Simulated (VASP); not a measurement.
N: relaxation of cell and atoms with PBE

Crystal: N.

```
N
1.0
     2.57764    0.00000    0.00000
    -1.28882    2.23230    0.00000
     0.00000    0.00000    2.46204
N
2
Direct
  0.66667 0.33333 0.25000
  0.33333 0.66667 0.75000
```

The real solid is made of molecules; this cell is a model form.

```
Program                : VASP 6.6.1
Task                   : relaxation of cell and atoms
Functional             : PBE
Potentials or basis    : VASP PAW PBE potentials, release 64 (N)
Cutoff                 : 600 eV
k mesh                 : 18 × 18 × 16
Occupations            : gaussian, width 0.1 eV
Spin                   : no spin polarisation
Dipole correction      : no
Further INCAR settings : ALGO = Fast; EDIFF = 1e-06; IBRION = 2; EDIFFG = -0.005; NSW = 100; ISIF = 3
```

| Quantity | Value |
| --- | --- |
| Relaxed volume | 7.06 Å³/atom |
| Relaxed cell | a = 2.579 Å, b = 2.579 Å, c = 2.452 Å, α = 90.00°, β = 90.00°, γ = 120.00° |
| Space group after relaxing (to 0.05 Å) | P6_3/mmc (No. 194) |
| Energy gained by relaxing | 0.3 meV/atom |
| Ionic steps | 3 |
| Pressure after relaxing | 0.0 GPa |
| Band gap on the k mesh | none (metal or under the smearing width) |

The path:
```csv
step,energy change (eV),largest force (eV/Å),pressure (GPa),volume (Å³)
1,0.0000,0.0000,-0.76,14.17
2,-0.0003,0.0000,0.57,14.10
3,-0.0006,0.0000,0.03,14.13
```

Final structure:
```
N
1.0
     2.57896    0.00000    0.00000
    -1.28948    2.23344    0.00000
     0.00000    0.00000    2.45246
N
2
Cartesian
  1.2895 0.7445 0.6131
  0.0000 1.4890 1.8393
```

Levels at points of the mesh, in eV from the Fermi level:
```tsv
k point	band 3	band 4	band 5	band 6	band 7	band 8
(0.00, 0.00, 0.00)	-4.23	-2.42	-2.42	2.64	2.64	5.79
(0.50, 0.00, 0.00)	-4.88	-2.34	-1.21	1.78	2.72	4.88
(0.00, 0.00, 0.50)	0.48	0.48	0.48	0.48	1.62	1.62
(0.50, 0.00, 0.50)	-8.15	-8.15	-0.75	-0.75	3.81	3.81
```

It took 40 s on 1 thread of AMD EPYC 9R45 (Zen 5) (shared host), peak memory 0.13 GiB.
